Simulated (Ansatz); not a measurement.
# NaBr, pressure series

Start from NaBr in the rock salt structure (space group Fm-3m, No. 225; a = 5.9272 Å).

Cell and atoms are relaxed at each pressure.

Method: PBEsol in Ansatz (plane waves to 420 eV, PAW, no spin-orbit coupling).

| pressure (GPa) | volume per atom (Å³/atom) |
|---|---|
| -2 | 29.479 |
| -1 | 27.438 |
| 0 | 26.029 |
| 4.2 | 22.620 |
| 9 | ? |
| 18 | 18.186 |
| 30 | 16.347 |
| 45 | 14.878 |
| 60 | 13.849 |

Q: Fit the third-order Birch–Murnaghan form P(V) = (3B₀/2)[(V₀/V)^(7/3) − (V₀/V)^(5/3)]·[1 + (3/4)(B₀′ − 4)((V₀/V)^(2/3) − 1)] (squares taken in P) to the rows shown and predict the withheld row.

A: Least squares on the printed values gives V₀ = 26.046 Å³/atom, B₀ = 22.0 GPa, B₀′ = 4.5; this predicts 20.535 Å³/atom, and the run gives 20.511 Å³/atom, 0.024 lower.

Measured bulk modulus of NaBr: 22.6 GPa (0 K or low temperature; as listed in Klaus Doll, Hermann Stoll, Phys. Rev. B (1998)); the computed value is 3 % below it.

Load acts through the strain it causes; cell and atoms are relaxed under it. Stability against distortions was not tested. No other phases were tried under pressure.

Ansatz is a program for electronic structure.
